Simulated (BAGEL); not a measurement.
**doublet [C4H6]+: levels of theory compared**

Wanted: a comparison of 6 runs (UHF/STO-3G, UHF/3-21G, ROHF/6-31G*, UHF/6-31G*, ROHF/def2-SVP, UHF/def2-SVP) of doublet [C4H6]+. 

Program for the calculation: BAGEL 1.2.2.

2 further runs of the same task are left out: 2 set aside as unsound or not needed. Runs told in other sessions of the task aren't counted.

## Step 1: The system as given

The species is [C4H6]+ (10 atoms), meant as a doublet with charge +1. As SMILES of the parent species, `C1=CCC1`. The coordinates come from a PBE0-D4/def2-TZVP relaxation. That shape belongs to the parent species and isn't relaxed for this state.

Bond lengths: C1–C2 1.334 Å, C2–C3 1.508 Å, C1–C4 1.508 Å, C3–C4 1.558 Å, C1–H5 1.084 Å, C2–H6 1.084 Å, C3–H7 1.093 Å, C3–H8 1.094 Å, C4–H9 1.093 Å, C4–H10 1.094 Å. Some angles: C1–C2–C3 94.3°, C2–C1–C4 94.3°, C2–C3–C4 85.7°, C1–C4–C3 85.7°, C1–C2–H6 133.5°, C3–C2–H6 132.2°, C2–C1–H5 133.5°, C4–C1–H5 132.2°, C2–C3–H7 115.8°, C2–C3–H8 115.8°.

## Step 2: A single-point energy at UHF/STO-3G (density fitting with qzvpp-jkfit) (run 1)

Input file input.json:

```json
{ "bagel": [

{
  "title": "molecule",
  "basis": "sto-3g",
  "df_basis": "qzvpp-jkfit",
  "angstrom": true,
  "geometry": [
    { "atom": "C", "xyz": [      -0.330000,       1.010500,      -0.386400 ] },
    { "atom": "C", "xyz": [      -1.095000,       0.121800,       0.249600 ] },
    { "atom": "C", "xyz": [       0.015700,      -0.884200,       0.415100 ] },
    { "atom": "C", "xyz": [       0.909300,       0.154000,      -0.327900 ] },
    { "atom": "H", "xyz": [      -0.516400,       1.994800,      -0.800900 ] },
    { "atom": "H", "xyz": [      -2.137500,       0.111500,       0.547000 ] },
    { "atom": "H", "xyz": [      -0.118800,      -1.833400,      -0.110700 ] },
    { "atom": "H", "xyz": [       0.317500,      -1.095900,       1.444600 ] },
    { "atom": "H", "xyz": [       1.737300,       0.553600,       0.264000 ] },
    { "atom": "H", "xyz": [       1.301000,      -0.184000,      -1.291300 ] }
  ]
},

{
  "title": "uhf",
  "charge": 1,
  "nopen": 1
},

{
  "title": "print",
  "file": "orbitals.molden",
  "orbitals": true
}

]}
```

The run is started by

```
BAGEL_NUM_THREADS=1 BAGEL input.json > input.out
```

The program printed:

```text
* using 1 threads per process

  ===============================================================
  ===============================================================

  *** Geometry ***

  { "atom" : "C", "xyz" : [     -0.623610,      1.909568,     -0.730190 ] },
  { "atom" : "C", "xyz" : [     -2.069250,      0.230169,      0.471676 ] },
  { "atom" : "C", "xyz" : [      0.029669,     -1.670896,      0.784425 ] },
[... 6 lines of this table left out ...]
  { "atom" : "H", "xyz" : [      2.458534,     -0.347710,     -2.440203 ] },

  Number of auxiliary basis functions:      408

  Since a DF basis is specified, we compute 2- and 3-index integrals:
    o Being stored without compression. Storage requirement is 0.002 GB

  Number of basis functions:       26
  Number of electrons      :       30

    * METHOD: MOLECULE                             0.12

  *** Open-shell HF ***

  === Nuclear Repulsion ===
   113.6949357579

      * DIIS with orbital gradients will be used.

  === UHF iteration (sto-3g) ===
      0       -152.71439821          0.02995866           0.02
      1       -152.78135074          0.00650604           0.02
      2       -152.78507002          0.00213538           0.02
[... 9 lines of this table left out ...]
     12       -152.78575558          0.00000001           0.02
    * SCF iteration converged.

    * S^2 (UHF) is 0.7559

    * Permanent dipole moment:
           (    0.576850,    -0.457213,     0.054995) a.u.

    * METHOD: UHF                                  0.27

    * METHOD: PRINT                                0.00

  ===============================================================
```

It took 0.52 s on 1 thread of Arm Neoverse V1, shared host.

## Step 3: A single-point energy at UHF/3-21G (density fitting with qzvpp-jkfit) (run 2)

input.json: that of step 2 with these lines changed.

```diff
@@ -4,3 +4,3 @@
   "title": "molecule",
-  "basis": "sto-3g",
+  "basis": "3-21g",
   "df_basis": "qzvpp-jkfit",
```

The run is started by

```
BAGEL_NUM_THREADS=1 BAGEL input.json > input.out
```

The program printed:

```text
* using 1 threads per process

  ===============================================================
  ===============================================================

  *** Geometry ***

  { "atom" : "C", "xyz" : [     -0.623610,      1.909568,     -0.730190 ] },
  { "atom" : "C", "xyz" : [     -2.069250,      0.230169,      0.471676 ] },
  { "atom" : "C", "xyz" : [      0.029669,     -1.670896,      0.784425 ] },
[... 6 lines of this table left out ...]
  { "atom" : "H", "xyz" : [      2.458534,     -0.347710,     -2.440203 ] },

  Number of auxiliary basis functions:      408

  Since a DF basis is specified, we compute 2- and 3-index integrals:
    o Being stored without compression. Storage requirement is 0.008 GB

  Number of basis functions:       48
  Number of electrons      :       30

    * METHOD: MOLECULE                             0.12

  *** Open-shell HF ***

  === Nuclear Repulsion ===
   113.6949357579

      * DIIS with orbital gradients will be used.

  === UHF iteration (3-21g) ===
      0       -153.65155693          0.03119158           0.04
      1       -153.71528432          0.00915791           0.04
      2       -153.72143064          0.00346412           0.04
[... 11 lines of this table left out ...]
     14       -153.72288433          0.00000001           0.04
    * SCF iteration converged.

    * S^2 (UHF) is 0.7556

    * Permanent dipole moment:
           (    0.502321,    -0.398144,     0.047888) a.u.

    * METHOD: UHF                                  0.68

    * METHOD: PRINT                                0.01

  ===============================================================
```

Run time: 0.93 s. Hardware: 1 thread of Arm Neoverse V1, shared host.

Runs 3 to 5 aren't shown in full; the table further down has their settings and results.

## Step 4: The energy at UHF/def2-SVP (density fitting with qzvpp-jkfit) (run 6)

Input file hf.json:

```json
{ "bagel" : [

{
  "title" : "molecule",
  "basis" : "svp",
  "df_basis" : "qzvpp-jkfit",
  "angstrom" : true,
  "geometry" : [
    { "atom" : "C", "xyz" : [   -0.330000,    1.010500,   -0.386400 ] },
    { "atom" : "C", "xyz" : [   -1.095000,    0.121800,    0.249600 ] },
    { "atom" : "C", "xyz" : [    0.015700,   -0.884200,    0.415100 ] },
    { "atom" : "C", "xyz" : [    0.909300,    0.154000,   -0.327900 ] },
    { "atom" : "H", "xyz" : [   -0.516400,    1.994800,   -0.800900 ] },
    { "atom" : "H", "xyz" : [   -2.137500,    0.111500,    0.547000 ] },
    { "atom" : "H", "xyz" : [   -0.118800,   -1.833400,   -0.110700 ] },
    { "atom" : "H", "xyz" : [    0.317500,   -1.095900,    1.444600 ] },
    { "atom" : "H", "xyz" : [    1.737300,    0.553600,    0.264000 ] },
    { "atom" : "H", "xyz" : [    1.301000,   -0.184000,   -1.291300 ] }
  ]
},
{
  "title" : "uhf",
  "charge" : 1,
  "nopen" : 1
},
{
  "title" : "print",
  "file" : "orbitals.molden",
  "orbitals" : true
}

]}
```

The run is started by

```
BAGEL_NUM_THREADS=1 BAGEL hf.json > hf.out
```

The program printed:

```text
* using 1 threads per process

  ===============================================================
  ===============================================================

  *** Geometry ***

  { "atom" : "C", "xyz" : [     -0.623610,      1.909568,     -0.730190 ] },
  { "atom" : "C", "xyz" : [     -2.069250,      0.230169,      0.471676 ] },
  { "atom" : "C", "xyz" : [      0.029669,     -1.670896,      0.784425 ] },
[... 6 lines of this table left out ...]
  { "atom" : "H", "xyz" : [      2.458534,     -0.347710,     -2.440203 ] },

  Number of auxiliary basis functions:      408

  Since a DF basis is specified, we compute 2- and 3-index integrals:
    o Being stored without compression. Storage requirement is 0.024 GB

  Number of basis functions:       86
  Number of electrons      :       30

    * METHOD: MOLECULE                             0.18

  *** Open-shell HF ***

  === Nuclear Repulsion ===
   113.6949357579

      * DIIS with orbital gradients will be used.

  === UHF iteration (svp) ===
      0       -154.37802587          0.02339911           0.09
      1       -154.47123291          0.00861908           0.09
      2       -154.48196981          0.00356450           0.09
[... 11 lines of this table left out ...]
     14       -154.48462284          0.00000000           0.09
    * SCF iteration converged.

    * S^2 (UHF) is 0.7559

    * Permanent dipole moment:
           (    0.521999,    -0.413737,     0.049764) a.u.

    * METHOD: UHF                                  1.45

    * METHOD: PRINT                                0.02

  ===============================================================
```

It took 1.8 s on 1 thread of Arm Neoverse V1, shared host.

## Step 5: All runs side by side

| run | level | energy (Eh) | ⟨S²⟩ | wall time |
| --- | --- | --- | --- | --- |
| 1 | UHF/STO-3G (density fitting with qzvpp-jkfit) | -152.785756 | 0.756 | 0.52 s |
| 2 | UHF/3-21G (density fitting with qzvpp-jkfit) | -153.722884 | 0.756 | 0.93 s |
| 3 | ROHF/6-31G* (density fitting with qzvpp-jkfit, spherical functions) | -154.600018 | 0.750 | 1.2 s |
| 4 | UHF/6-31G* (density fitting with qzvpp-jkfit, spherical functions) | -154.602567 | 0.756 | 1.3 s |
| 5 | ROHF/def2-SVP (density fitting with qzvpp-jkfit) | -154.482064 | 0.750 | 1.5 s |
| 6 | UHF/def2-SVP (density fitting with qzvpp-jkfit) | -154.484623 | 0.756 | 1.8 s |

## Step 6: What came out

| quantity | value |
| --- | --- |
| run 6: total energy | -154.48462 Eh |
| run 6: ⟨S²⟩ | 0.756 |

**Reading.** In run 1 the basis is minimal, so the values are rough. All runs together took 7.3 s, the longest 1.8 s.
